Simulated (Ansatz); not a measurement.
Mg: one input, then a changed one

The cell is a database entry far from equilibrium at this level of theory, probably a faulty or high-pressure entry; it serves as a test geometry alone. The listed cell was then made from it by scaling, straining or moving an atom.

First run: DFT, PBE, all-electron PAW with datasets made for the crystal, scalar-relativistic (Ansatz 0.2.0).

Command: `ansatz run input.yaml --threads 1 --pin off --max-ram 2048MiB --backend cpu --events-out ev --progress --plain --runs-dir out` The run took 4.8 s on 1 thread of Intel(R) Xeon(R) 6975P-C (Granite Rapids) (shared host), peak memory 0.38 GiB.

```yaml
crystal:
  lattice:
    - [-1.4543525, 1.4765, 1.4765]
    - [1.4765, -1.4543525, 1.4765]
    - [1.4765, 1.4765, -1.4543525]
  atoms:
    - { symbol: Mg, position: [0.0, 0.0, 0.0] }
kpoints:
  mp_grid: { grid: [19, 19, 19] }
scf:
  occupations: { method: fermi_dirac, width: 0.03 }
hamiltonian:
  xc: pbe
  pseudopotentials: { kind: all_electron, datasets: crystal }
output:
  forces: true
  stress: true
  eigenvalues: true
  efg: { contact_densities: true }
```

Result: converged; pressure 62.6 GPa; no gap on the k mesh; 5 SCF iterations.

The input is then changed:

```diff
@@ -10,7 +10,9 @@
 scf:
   occupations: { method: fermi_dirac, width: 0.03 }
+  n_extra_bands: 32
 hamiltonian:
-  xc: pbe
+  xc: rpbe
   pseudopotentials: { kind: all_electron, datasets: crystal }
+  dispersion: d3bj
 output:
   forces: true
```

Task: What does the second run give?

Result: It converged; pressure 31.6 GPa; no gap on the k mesh; 5 SCF iterations.
